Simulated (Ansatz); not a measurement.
The system is MnSn2.

```
Sn Mn
1.0
    -3.32950    3.32950    2.72350
     3.32950   -3.32950    2.72350
     3.32950    3.32950   -2.72350
Sn Mn
4 2
Cartesian
  1.0808 2.2487 2.7235
  2.2487 -1.0808 2.7235
  2.2487 1.0808 0.0000
  1.0808 4.4103 0.0000
  0.0000 0.0000 4.0853
  0.0000 0.0000 1.3618
```

Below is the output of Ansatz 0.2.0 for this cell. Logs are shortened: lines on timing, memory, paths and dates and some standing lists are left out, and cuts for length are marked.

```text
Warning: output.stress: scf.convergence.dr2_threshold = 1e-7 eV (the SCF's general default) is looser than the 6e-10 eV advised for a printed stress (1e-10 eV for each atom of the cell: 6). What an SCF threshold leaves in a stress goes as its square root, and in the free energy as the threshold itself, and one threshold admits the most on a small cell: of the crystals measured, under no hybrid functional and no lock of the moments, on runs that ended without the residual-converged pass, on stresses that held no estimate of that error, the worst erred by over 100 MPa in a component at 1e-7 eV an atom and by under 5 at 1e-10. Set scf.convergence.dr2_threshold to 6e-10 eV or tighter. The threshold is an SCF's pass mark: one that does not reach it within its budget of iterations ends unconverged, or closes short of it on a stop that the run arms, and scf.convergence.dr2_threshold's page says what that costs each kind of run
Warning: RAYON_NUM_THREADS=2 ignored (pool sized by the plan → 2); use --threads N
Engine: ansatz 0.2.0, aarch64-unknown-linux-gnu
Pseudopotentials: kind: paw
Pseudopotential: Sn, paw, valence charge 14, recommended cutoff 420 eV (normal), Sn.paw.azcp
Pseudopotential: Mn, paw, valence charge 15, recommended cutoff 420 eV (normal), Mn.paw.azcp
Functional definition: PBEsol
  exchange = pbesol_x
  correlation = pbesol_c
Crystal: 6 atoms, lattice volume = 120.766 Å³
Basis set: ecut = 420 eV, 2345 PW (Γ), exchange–correlation on 80×80×80 points (8 copies of the dense FFT grid, shifted against one another)
[... 64 lines left out ...]
  atom   3  Sn    -0.14919249     0.14919249     0.00000000
  atom   4  Sn     0.14919249     0.14919249    -0.00000000
  atom   5  Mn     0.00000000     0.00000000     0.00000000
  atom   6  Mn     0.00000000     0.00000000    -0.00000000
  max |Σ_I F_I| component: 6.94e-18 eV/Å
--- Stress (GPa, compression-positive) ---
        3.322252       0.000000       0.000000
        0.000000       3.322252      -0.000000
        0.000000       0.000000       4.579134
  P = ⅓ Tr σ = 3.7412 GPa (37.412 kbar)
--- Band table (eV; the first three rows and the last of 36) ---
  k-point 0 ↑: bands = ["-67.0366", "-67.0207", "-35.9640", "-35.9640", "-35.9484", "-35.9484", "-35.9202", "-35.7647", "-7.7110", "-7.6877", "-7.6863", "-7.6669", "-7.6669", "-7.6660", "-7.6621", "-7.6621", "-7.6228", "-7.5908", "-7.5744", "-7.5500", "-7.5500", "-7.5486", "-7.5486", "-7.5434", "-7.5294", "-7.4946", "-7.4828", "-7.4828", "2.0075", "6.9391", "8.0164", "8.0164", "9.7958", "9.8091", "9.8091", "10.4523", "10.4947", "10.5239", "11.2769", "11.2769", "11.3456", "11.4652", "11.5857", "11.6960", "12.0003", "12.0003", "13.0320", "13.1996", "13.1996", "13.5952", "16.1334", "17.6456", "17.6456", "17.8031", "18.1922", "21.2912", "23.6150"]
  k-point 1 ↑: bands = ["-67.0365", "-67.0207", "-35.9641", "-35.9640", "-35.9484", "-35.9484", "-35.9203", "-35.7647", "-7.7332", "-7.7127", "-7.6979", "-7.6769", "-7.6667", "-7.6560", "-7.6522", "-7.6221", "-7.6103", "-7.5797", "-7.5751", "-7.5746", "-7.5586", "-7.5452", "-7.5449", "-7.5259", "-7.5173", "-7.5113", "-7.4865", "-7.4765", "2.2907", "6.1884", "7.5802", "8.1039", "9.2330", "9.8225", "10.2822", "10.2974", "10.3225", "10.7311", "10.9311", "10.9571", "11.1465", "11.4277", "11.9394", "11.9657", "11.9872", "12.7697", "13.3059", "13.9851", "14.0287", "14.4774", "15.8726", "16.1395", "16.4845", "19.7084", "19.9602", "20.7733", "21.9247"]
  k-point 2 ↑: bands = ["-67.0365", "-67.0207", "-35.9642", "-35.9639", "-35.9484", "-35.9484", "-35.9203", "-35.7647", "-7.7531", "-7.7412", "-7.6991", "-7.6717", "-7.6667", "-7.6520", "-7.6468", "-7.6079", "-7.6005", "-7.5927", "-7.5734", "-7.5666", "-7.5603", "-7.5399", "-7.5302", "-7.5233", "-7.5151", "-7.5007", "-7.4941", "-7.4829", "3.1112", "4.5941", "7.2697", "8.2765", "9.5974", "9.7259", "9.8786", "9.9584", "10.2009", "10.4416", "11.0911", "11.0959", "11.2649", "11.4288", "11.6896", "11.9278", "11.9918", "13.5817", "13.6568", "13.8646", "15.3565", "16.3783", "16.6696", "17.3934", "17.7734", "18.0184", "18.7284", "18.9277", "20.4807"]
  k-point 17 ↓: bands = ["-63.3452", "-63.3275", "-32.3314", "-32.3314", "-32.3213", "-32.3128", "-32.3128", "-32.1442", "-7.7220", "-7.7050", "-7.7036", "-7.6563", "-7.6147", "-7.6044", "-7.5972", "-7.5931", "-7.5773", "-7.5737", "-7.5611", "-7.5440", "-7.5239", "-7.5133", "-7.4860", "-7.4853", "-7.4852", "-7.4765", "-7.4760", "-7.4727", "4.4048", "5.4303", "6.2661", "7.0311", "8.3837", "8.6506", "11.3194", "11.6993", "12.4438", "13.2089", "13.3854", "13.9408", "14.2438", "14.6478", "14.6575", "15.1539", "15.1755", "15.5385", "15.7898", "16.8102", "17.3832", "17.4917", "17.9230", "17.9856", "18.4493", "19.4139", "20.0576", "20.8614", "20.9684"]
```

Task: What input gives this log?

Result: Single point with PBEsol, collinear spin, ferromagnetic start. The files as run (others can give the same):

input.yaml
```yaml
crystal:
  lattice:
    - [-3.3295, 3.3295, 2.7235]
    - [3.3295, -3.3295, 2.7235]
    - [3.3295, 3.3295, -2.7235]
  atoms:
    - { symbol: Sn, position: [0.8377, 0.6623, 0.5] }
    - { symbol: Sn, position: [0.3377, 0.8377, 0.1754] }
    - { symbol: Sn, position: [0.1623, 0.3377, 0.5] }
    - { symbol: Sn, position: [0.6623, 0.1623, 0.8246] }
    - { symbol: Mn, position: [0.75, 0.75, 0.0], spin: 4.0 }
    - { symbol: Mn, position: [0.25, 0.25, 0.0], spin: 4.0 }
hamiltonian:
  xc: pbesol
  pseudopotentials: { kind: paw }
magnetization:
  spin_polarized: true
  initial_magnetization: 8.0
  spin_locking: { lock_magnetization: hard }
kpoints:
  mp_grid: { grid: [5, 5, 5] }
scf:
  occupations: { method: fermi_dirac, width: 0.05 }
  lower_state_search: "off"
output:
  forces: true
  stress: true
  eigenvalues: true
  write_density: true
  write_potential: true
  elf: true
  volumetric_format: npy
```

Potentials or basis: Ansatz PAW.
Command:
```bash
$ ansatz run input.yaml --threads 2 --pin off --max-ram 5632MiB --backend cpu --events-out ev --progress --plain --runs-dir out
```

Caveat: the total moment is fixed, so each spin has its own Fermi level; the PAW data sets come from PBE, with cores solved anew for the run's functional, which leaves a small shift of forces and pressure; the thresholds are loose for stress.
